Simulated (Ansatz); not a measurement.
Here is an unrelaxed guess for Ge.

```yaml
crystal:
  lattice:
    - [3.91918, 0.00000, 0.00000]
    - [-1.95959, 3.39411, 0.00000]
    - [0.00000, 0.00000, 19.19999]
  atoms:
    - { symbol: Ge, position: [0.00000, 0.00000, 0.18750] }
    - { symbol: Ge, position: [0.00000, 0.00000, 0.68750] }
    - { symbol: Ge, position: [0.00000, 0.00000, 0.31250] }
    - { symbol: Ge, position: [0.00000, 0.00000, 0.81250] }
    - { symbol: Ge, position: [0.33333, 0.66667, 0.52083] }
    - { symbol: Ge, position: [0.66667, 0.33333, 0.02083] }
    - { symbol: Ge, position: [0.33333, 0.66667, 0.97917] }
    - { symbol: Ge, position: [0.66667, 0.33333, 0.47917] }
    - { symbol: Ge, position: [0.33333, 0.66667, 0.64583] }
    - { symbol: Ge, position: [0.66667, 0.33333, 0.14583] }
    - { symbol: Ge, position: [0.33333, 0.66667, 0.85417] }
    - { symbol: Ge, position: [0.66667, 0.33333, 0.35417] }
```

The calculation used Ansatz 0.2.0, DFT PBE, scalar-relativistic, plane waves, PAW. Plane waves to 420 eV, a k mesh through Γ of 6×6×1 on the computed 12-atom cell and Gaussian smearing (0.10 eV); no spin polarisation.

Energies count from the standard state of Ge at the same level.

Task: What does a single point on this coarse mesh give?

Result: The pressure is 8.9 GPa (the mean over three directions, positive in compression), the largest force is 0.12 eV/Å, and the energy is +0.08 eV/atom against the standard state. The shortest distance is 2.40 Å.

Task: Is it a good guess?

Result: A fair one: relaxing gains about 0.08 eV/atom in 9 ionic steps and ends at +0.003 eV/atom on the finer mesh. The symmetry stays P6_3/mmc (No. 194). The volume per atom grows by 12.2 %, from 21.3 to 23.9 Å³. The shortest distance goes from 2.40 Å (Ge–Ge) to 2.49 Å (Ge–Ge). Conventional cell: a = 4.068 Å, c = 19.991 Å. Around Ge on its first site lie 4 Ge at 2.49–2.51 Å; Ge on its second site has 4 Ge at 2.49 Å; around Ge on its third site lie 4 Ge at 2.49 Å.

The last run used a 12×12×2 mesh (in the run's order of axes) for its 12-atom cell and Gaussian smearing of 0.01 eV. The relaxation can't lower the symmetry of the start, and the grade says only how near the guess is to its own end. Symmetry constrained the relaxation, so the result can be a saddle point.
